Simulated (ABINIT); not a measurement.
Runs of ABINIT 10.8.3 (patched build) on LiCl. It takes space group Fm-3m (No. 225, cubic). Conventional cell: a = 5.130 Å, b = 5.130 Å, c = 5.130 Å, α = 90.00°, β = 90.00°, γ = 90.00°. Cl (site symmetry m-3m) has 6 Li at 2.56 Å as nearest neighbours. Li (site symmetry m-3m) has 6 Cl at 2.56 Å as nearest neighbours. 

```tsv
task	level	potentials or basis	cutoff (eV)	fine-grid cutoff	gap on the mesh (eV)	pressure (GPa)	V0 of scaled cells (Å³/atom)	B0 (GPa)
equation of state	PBE	JTH PAW PBE v2.0	544	1088.46 eV	-	-	17.13	31
equation of state	PBEsol	PseudoDojo NC SR PBEsol v0.4.1 standard	1007	-	-	-	16.23	35
band structure	PBE	JTH PAW PBE v2.0	680	1278.94 eV	6.32	(a)	-	-
band structure	AM05	JTH PAW PBE v2.0	680	1278.94 eV	(b)	-0.2	-	-
```

Alike in all rows: no spin polarisation; cell as given; k mesh 9 × 9 × 9; smearing fermi-dirac 0.05 eV.

Task: Fill in the values left out.

Result: (a) 0.4; (b) 6.29.

Caveats: pressures at fixed basis lie under the slope of the energies (some runs); the PAW data sets were made with another functional, which shifts forces and pressure a little (some runs).

